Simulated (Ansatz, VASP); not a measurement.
# One calculation of SnO (Romarchite), two programs

```
CELL_PARAMETERS angstrom
3.74726 0.00000 0.00000
0.00000 3.74726 0.00000
0.00000 0.00000 4.77538
ATOMIC_POSITIONS crystal
Sn 0.50000 0.00000 0.23690
Sn 0.00000 0.50000 0.76310
O 0.00000 0.00000 0.00000
O 0.50000 0.50000 0.00000
```

Alike in both runs: task single point; functional PBE; k mesh 5 × 5 × 4; no spin polarisation.

|  | VASP | Ansatz |
| --- | --- | --- |
| version | VASP 6.6.1 | Ansatz 0.2.0 |
| potentials or method | VASP PAW PBE potentials, release 64 (Sn_d, O) | plane waves, PAW |
| plane-wave cutoff (eV) | 520 | 500 |
| occupations | gaussian, width 0.01 eV | fixed |
| valence electrons in the cell | 40 | 40 |

```tsv
	VASP	Ansatz	Ansatz less VASP
pressure (GPa)	9.9	9.5	-0.35
largest component of the traceless stress (GPa)	1.57	1.57	+0.001
```
